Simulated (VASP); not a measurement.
# Zn (P6_3/mmc) in VASP: notebook, part 2 of 2

VASP 6.6.1. Earlier steps stand in the parts before.

## 3. Equation of state, PBE+D3(BJ), 13.78 Å³/atom (a relaxed cell with its volume scaled by 0.96)

Contents of INCAR:

```
PREC = Accurate
ENCUT = 520
EDIFF = 1E-7
ISMEAR = -1
SIGMA = 0.05
LREAL = False
LASPH = True
NELM = 100
ALGO = Normal
ISIF = 2
LWAVE = False
LCHARG = False
GGA = PE
IVDW = 12
```

Contents of KPOINTS:

```
regular mesh
0
Gamma
  10 10 6
```

Contents of POSCAR:

```
Zn                                      
1.0
    2.5795762853      0.0000000000     -0.0000000000
   -1.2897881426      2.2339785940     -0.0000000000
   -0.0000000000      0.0000000000      4.7827561496
  Zn            
     2
Direct
     0.6666666667000030    0.3333333332999970    0.7500000000000000
     0.3333333332999970    0.6666666667000030    0.2500000000000000
```

Potentials or basis: VASP PAW PBE potentials, release 64 (Zn).

Launch:

```bash
> cat potpaw_PBE.64/Zn/POTCAR > POTCAR
> mpirun -np 1 vasp_std > vasp.out
```

OUTCAR:

```text
PREC = Accurate
   ENCUT = 520
   EDIFF = 1E-7
   ISMEAR = -1
   LREAL = False
   LASPH = True
   NELM = 100
   ISIF = 2
   GGA = PE
   IVDW = 12
 IVDW          = 12

 ion  position               nearest neighbor table
   1  0.667  0.333  0.750-   2 2.82   2 2.82   2 2.82   2 2.82   2 2.82   2 2.82
   2  0.333  0.667  0.250-   1 2.82   1 2.82   1 2.82   1 2.82   1 2.82   1 2.82

  LATTYP: Found a hexagonal cell.
 ALAT       =     2.5795762853
 C/A-ratio  =     1.8540859508

  Lattice vectors:

 A1 = (   2.5795762853,   0.0000000000,   0.0000000000)
 A2 = (  -1.2897881426,   2.2339785940,   0.0000000000)
 A3 = (   0.0000000000,   0.0000000000,   4.7827561496)

Analysis of symmetry for initial positions (statically):
=====================================================================
 Subroutine PRICEL returns:
 Original cell was already a primitive cell.

 Routine SETGRP: Setting up the symmetry group for a
 hexagonal supercell.

 Subroutine GETGRP returns: Found 24 space group operations
 (whereof 12 operations were pure point group operations)
 out of a pool of 24 trial point group operations.

The static configuration has the point symmetry D_3d.
 The point group associated with its full space group is D_6h.

Analysis of symmetry for dynamics (positions and initial velocities):
=====================================================================
 Subroutine PRICEL returns:
 Original cell was already a primitive cell.

 Routine SETGRP: Setting up the symmetry group for a
 hexagonal supercell.

 Subroutine GETGRP returns: Found 24 space group operations
 (whereof 12 operations were pure point group operations)
 out of a pool of 24 trial point group operations.

The dynamic configuration has the point symmetry D_3d.
 The point group associated with its full space group is D_6h.

 Subroutine INISYM returns: Found 24 space group operations
 (whereof 12 operations are pure point group operations),
 and found     1 'primitive' translations

[... 112 lines left out ...]
   IMIX   =      4    mixing-type and parameters
     AMIX     =   0.40;   BMIX     =  1.00
     AMIX_MAG =   1.60;   BMIX_MAG =  1.00
  volume/ion in A,a.u.               =      13.78        93.00
  Fermi-wavevector in a.u.,A,eV,Ry     =   1.563304  2.954216 33.251532  2.443919
  Thomas-Fermi vector in A             =   2.666095
   LORBIT       =      0    0 simple, 1 ext, 2 COOP (PROOUT), +10 PAW based schemes
   GGA     = PE    functional components
   LHFCALC =     F    Hartree Fock is set to
   AEXX    =    0.0000 exact exchange contribution
   IVDW    =    12    specifies the selected vdW correction
   LEPSILON=     F    determine dielectric tensor
   LRPA    =     F    only Hartree local field effects (RPA)
 non-spin polarized calculation
  energy-cutoff  :      520.00
  volume of cell :       27.56
 maximum number of plane-waves:       756
 NGX is ok and might be reduce to    20
   NGX =  9   NGY =  9   NGZ = 17

 number of electron      24.0000005 magnetization

 Free energy of the ion-electron system (eV)
  ---------------------------------------------------
  ext. energy  EPLUGINS =         0.00000000
  ---------------------------------------------------
  free energy    TOTEN  =        -2.15594546 eV

  energy without entropy =       -2.15101419  energy(sigma->0) =       -2.15347983

 E-fermi :   3.8020     XC(G=0): -12.0767

 val. band max:        3.7346483184   @ k =   0.1000   0.1000   0.1667
 cond. band min:       3.8186645254   @ k =   0.3000   0.2000   0.1667
 fundamental gap:      0.0840162071
 Fermi energy:         3.8020015504

 k-point     1 :       0.0000    0.0000    0.0000
  band No.  band energies     occupation
      1      -7.3657      2.00000
      2      -5.2375      2.00000
      3      -4.3818      2.00000
      4      -4.1059      2.00000
      5      -4.1059      2.00000
      6      -4.0444      2.00000
[... 433 lines left out ...]
      3      -4.5941      2.00000
      4      -4.2816      2.00000
      5      -3.9916      2.00000
      6      -3.8287      2.00000
[... 8 lines left out ...]
     15       9.7289      0.00000
     16      12.3078      0.00000

 [... further k-points ...]

------------------------ aborting loop because EDIFF is reached ----------------------------------------

 Edisp (eV)   -0.89090

 E8    (eV) :    -0.3751

  FORCE on cell =-STRESS in cart. coord.  units (eV):
  Direction    XX          YY          ZZ          XY          YZ          ZX
  --------------------------------------------------------------------------------------
  -------------------------------------------------------------------------------------
  Total       0.81478     0.81478     0.51775     0.00000     0.00000     0.00000
  in kB      47.36358    47.36358    30.09712     0.00000     0.00000     0.00000
  external pressure =       41.61 kB  Pullay stress =        0.00 kB

 VOLUME and BASIS-vectors are now :
 -----------------------------------------------------------------------------
  energy-cutoff  :      520.00
  volume of cell :       27.56
      direct lattice vectors                 reciprocal lattice vectors
     2.579576285  0.000000000  0.000000000     0.387660565  0.223815932  0.000000000
    -1.289788143  2.233978594  0.000000000     0.000000000  0.447631863  0.000000000
     0.000000000  0.000000000  4.782756150     0.000000000  0.000000000  0.209084463

 POSITION                                       TOTAL-FORCE (eV/Angst)
 -----------------------------------------------------------------------------------
      1.28979      0.74466      3.58707        -0.000000      0.000000      0.000000
     -0.00000      1.48932      1.19569         0.000000      0.000000      0.000000
 -----------------------------------------------------------------------------------
    total drift:                               -0.000000      0.000000      0.000000

  FREE ENERGIE OF THE ION-ELECTRON SYSTEM (eV)
  ---------------------------------------------------
  free  energy   TOTEN  =        -3.0468432229 eV

  energy  without entropy=       -3.0419119581  energy(sigma->0) =       -3.04437759
```

OSZICAR:

```text
N       E                     dE             d eps       ncg     rms          rms(c)
DAV:   1     0.942973994197E+02    0.94297E+02   -0.12973E+04  1832   0.242E+03
DAV:   2    -0.507468536489E-01   -0.94348E+02   -0.93337E+02  1840   0.301E+02
DAV:   3    -0.241299608509E+01   -0.23622E+01   -0.23588E+01  2240   0.590E+01
DAV:   4    -0.241900621169E+01   -0.60101E-02   -0.60100E-02  2112   0.294E+00
DAV:   5    -0.241901490260E+01   -0.86909E-05   -0.86907E-05  2112   0.930E-02    0.499E+00
DAV:   6    -0.217478018362E+01    0.24423E+00   -0.11348E+00  1840   0.247E+01    0.355E+00
DAV:   7    -0.216183387096E+01    0.12946E-01   -0.35871E-02  2288   0.362E+00    0.179E+00
DAV:   8    -0.215594775207E+01    0.58861E-02   -0.18711E-03  2496   0.807E-01    0.478E-02
DAV:   9    -0.215594357631E+01    0.41758E-05   -0.29292E-04  2536   0.265E-01    0.312E-02
DAV:  10    -0.215594609262E+01   -0.25163E-05   -0.26407E-05  1984   0.719E-02    0.316E-03
DAV:  11    -0.215594585535E+01    0.23727E-06   -0.91700E-08  1792   0.327E-03    0.188E-03
DAV:  12    -0.215594546832E+01    0.38703E-06   -0.35582E-08  1176   0.450E-03    0.130E-04
DAV:  13    -0.215594545764E+01    0.10685E-07   -0.70941E-09  1144   0.857E-04
   1 F= -.30468432E+01 E0= -.30443776E+01  d E =-.493126E-02
```

stdout:

```text
POSCAR found type information on POSCAR Zn
 POSCAR found :  1 types and       2 ions
 scaLAPACK will be used
 LDA part: xc-table for (Slater+PW92), standard interpolation
 POSCAR, INCAR and KPOINTS ok, starting setup
 FFT: planning ... GRIDC
 FFT: planning ... GRID_SOFT
 FFT: planning ... GRID
 WAVECAR not read
 entering main loop
```

Run time: 16 s. Hardware: 1 thread of Intel Xeon Platinum 8375C at 2.90GHz (Ice Lake), shared host; peak memory 0.16 GiB.

What came out:

* Free energy: -3.0468 eV
* Pressure: 4.2 GPa
* Band gap on the k mesh: none (metal or under the smearing width)
* Dispersion energy per atom: -0.445 eV

Caveat: pairwise dispersion overbinds metals, which lowers pressure and volume.

## 4. Equation of state, PBE+D3(BJ), 14.07 Å³/atom (a relaxed cell with its volume scaled by 0.98)

INCAR is that of step 3.

KPOINTS is that of step 3.

Contents of POSCAR:

```
Zn                                      
1.0
    2.5973670287      0.0000000000     -0.0000000000
   -1.2986835144      2.2493858298     -0.0000000000
   -0.0000000000      0.0000000000      4.8157417171
  Zn            
     2
Direct
     0.6666666667000030    0.3333333332999970    0.7500000000000000
     0.3333333332999970    0.6666666667000030    0.2500000000000000
```

Launch:

```bash
> cat potpaw_PBE.64/Zn/POTCAR > POTCAR
> mpirun -np 1 vasp_std > vasp.out
```

Run time: 16 s. Hardware: 1 thread of Intel Xeon Platinum 8375C at 2.90GHz (Ice Lake), shared host; peak memory 0.16 GiB.

It converged, with:

```yaml
Free_energy: -3.0578 eV
Pressure: 2.0 GPa
Band_gap_on_the_k_mesh: none (metal or under the smearing width)
Dispersion_energy_per_atom: -0.436 eV
```

Caveat: pairwise dispersion overbinds metals, which lowers pressure and volume.

## 5. Equation of state, PBE+D3(BJ), 14.36 Å³/atom

INCAR is that of step 4.

KPOINTS is that of step 4.

Contents of POSCAR:

```
Zn                                      
1.0
    2.6149173383      0.0000000000     -0.0000000000
   -1.3074586692      2.2645848438     -0.0000000000
   -0.0000000000      0.0000000000      4.8482814995
  Zn            
     2
Direct
     0.6666666667000030    0.3333333332999970    0.7500000000000000
     0.3333333332999970    0.6666666667000030    0.2500000000000000
```

Launch:

```bash
> cat potpaw_PBE.64/Zn/POTCAR > POTCAR
> mpirun -np 1 vasp_std > vasp.out
```

It took 16 s on 1 thread of Intel Xeon Platinum 8375C at 2.90GHz (Ice Lake), shared host; peak memory 0.16 GiB.

The run converged. Its results:

- Free energy: -3.0614 eV
- Pressure: 0.1 GPa
- Band gap on the k mesh: none (metal or under the smearing width)
- Dispersion energy per atom: -0.427 eV

Caveat: pairwise dispersion overbinds metals, which lowers pressure and volume.

## 6. Equation of state, PBE+D3(BJ), 14.64 Å³/atom (a relaxed cell with its volume scaled by 1.02)

INCAR is that of step 5.

KPOINTS is that of step 5.

Contents of POSCAR:

```
Zn                                      
1.0
    2.6322351764      0.0000000000     -0.0000000000
   -1.3161175882      2.2795825315     -0.0000000000
   -0.0000000000      0.0000000000      4.8803902598
  Zn            
     2
Direct
     0.6666666667000030    0.3333333332999970    0.7500000000000000
     0.3333333332999970    0.6666666667000030    0.2500000000000000
```

Potentials or basis: VASP PAW PBE potentials, release 64 (Zn).

Launch:

```bash
> cat potpaw_PBE.64/Zn/POTCAR > POTCAR
> mpirun -np 1 vasp_std > vasp.out
```

Run time: 16 s. Hardware: 1 thread of Intel Xeon Platinum 8375C at 2.90GHz (Ice Lake), shared host; peak memory 0.16 GiB.

Results (log left out):

* Free energy: -3.0586 eV
* Pressure: -1.6 GPa
* Band gap on the k mesh: none (metal or under the smearing width)
* Dispersion energy per atom: -0.418 eV

Caveat: pairwise dispersion overbinds metals, which lowers pressure and volume.

## 7. Equation of state, PBE+D3(BJ), 14.93 Å³/atom (a relaxed cell with its volume scaled by 1.04)

INCAR is that of step 6.

KPOINTS is that of step 6.

Contents of POSCAR:

```
Zn                                      
1.0
    2.6493280915      0.0000000000     -0.0000000000
   -1.3246640458      2.2943854302     -0.0000000000
   -0.0000000000      0.0000000000      4.9120819936
  Zn            
     2
Direct
     0.6666666667000030    0.3333333332999970    0.7500000000000000
     0.3333333332999970    0.6666666667000030    0.2500000000000000
```

Launch:

```bash
> cat potpaw_PBE.64/Zn/POTCAR > POTCAR
> mpirun -np 1 vasp_std > vasp.out
```

Wall time 17 s (1 thread of Intel Xeon Platinum 8375C at 2.90GHz (Ice Lake), shared host); peak memory 0.16 GiB.

Results (log left out):

| Property | Result |
| --- | --- |
| Free energy | -3.0500 eV |
| Pressure | -3.1 GPa |
| Band gap on the k mesh | none (metal or under the smearing width) |
| Dispersion energy per atom | -0.410 eV |

Caveat: pairwise dispersion overbinds metals, which lowers pressure and volume.

## 8. Equation of state, PBE+D3(BJ)

This run uses another cell than the first one, of 14.36 Å³/atom, 0.936 times its volume.

Potentials or basis: VASP PAW PBE potentials, release 64 (Zn).

No new run: the results of the series are fitted here.

Results:

| Quantity | Value |
| --- | --- |
| Equilibrium volume | 14.37 Å³/atom |
| Bulk modulus at fixed shape and positions | 90 GPa |
| Pressure derivative of the bulk modulus | 5.1 (rough: it moves with the points fitted) |

Energy against volume, from the lowest point:
| volume (Å³/atom) | energy (meV/atom) |
| --- | --- |
| 13.781 | 7.30 |
| 14.068 | 1.82 |
| 14.355 | 0.00 |
| 14.642 | 1.43 |
| 14.929 | 5.71 |

Caveat: the cell was scaled at fixed shape and fractional positions, which overstates the stiffness of a crystal with free parameters, most of all of layers and chains.

## 9. The reference run

An earlier run on the cell as given: functional PBEsol; potentials or basis VASP PAW PBE potentials, release 64 (Zn); cutoff 520 eV; k mesh 11 × 11 × 6; occupations fermi-dirac, width 0.05 eV; no spin polarisation.

- Pressure: -5.3 GPa
- Band gap on the k mesh: none (metal or under the smearing width)
